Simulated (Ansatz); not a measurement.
Predict the output of the script below (Ansatz 0.2.0 through its Python package).

Contents of `knbo3.extxyz`:
```text
5
Lattice="4.02918278 0.0 0.0 0.0 4.02918278 0.0 0.0 0.0 4.02918278" Properties=species:S:1:pos:R:3 pbc="T T T"
K     0.00000000    0.00000000    0.00000000
Nb    2.01459139    2.01459139    2.01459139
O     0.00000000    2.01459139    2.01459139
O     2.01459139    0.00000000    2.01459139
O     2.01459139    2.01459139    0.00000000
```

`plus_u_knbo3.py`:
```python
# -*- coding: utf-8 -*-
import logging
import sys

import ansatz as az
import numpy as np

logging.basicConfig(stream=sys.stdout, format='[%(levelname)s] %(message)s')
log = logging.getLogger('run')
log.setLevel(logging.INFO)


def count_gap(report):
    # lowest empty less highest filled band, counting bands; zero where they overlap
    return max(report.get('gap_by_band_count_ev') or 0.0, 0.0)

knbo3 = az.Crystal.from_extxyz('knbo3.extxyz')

setup = (
    knbo3.calculation()
    .kpoints(5)
    .basis(420)
    .occupations(az.OccupationsMethod.FERMI_DIRAC, width=0.05)
    .functional(az.Functional.PBESOL)
    .band_table()
)
rows = []
for u in [1.0, 3.0, 5.0, 7.0]:
    r = setup.hubbard('Nb', 'd', u_eff=u).run(threads=1).report
    shell = r['hubbard']['n_scf']
    rows.append((u, count_gap(r), sum(shell) / len(shell), r['n_iterations']))
log.info('      U_eff eV  gap by band count eV  Nb d occupation (projector)      iterations')
for row in rows:
    log.info(f'{str(row[0]):>14s}  {row[1]:20.3f}  {row[2]:27.4f}  {row[3]:14d}')
log.info('eigenvalues of the first occupation matrix at the last U, by spin:')
for channel in r['hubbard']['n_eig'][0]:
    print('  ', ' '.join(f'{n:.3f}' for n in channel))
```

```console
$ python plus_u_knbo3.py
[INFO]       U_eff eV  gap by band count eV  Nb d occupation (projector)      iterations
[INFO]            1.0                 1.657                       3.1404               8
[INFO]            3.0                 1.849                       3.0596               9
[INFO]            5.0                 2.073                       2.9713               9
[INFO]            7.0                 2.340                       2.8746               9
[INFO] eigenvalues of the first occupation matrix at the last U, by spin:
   0.250 0.250 0.250 0.344 0.344
```

Caveats:
- The run is spin-unpolarised.
- Along an axis with an odd division the mesh misses the point at one half; a gap read on a finite mesh is an upper bound on this functional's gap.
- Semilocal gaps usually lie well under measured ones.
- This is a high-temperature or high-pressure form, not the ambient phase.
- In a crystal with a gap the Fermi level's place inside it depends on smearing and mesh.
- The structure comes from a database of computed cells and needn't be a stable or known phase.
- Levels are Kohn-Sham eigenvalues on this mesh, without spin-orbit coupling.
- Shell occupations and the effect of U depend on the projectors; a run with no .spin step is spin-unpolarised, and each U may end in a state that isn't the lowest.
- It ran for 8 s on 1 thread of Intel(R) Xeon(R) Processor @ 2.30GHz (shared host), peak memory 0.54 GiB.

(A comment or docstring line of the script was reworded after the run, the code is as it ran.)
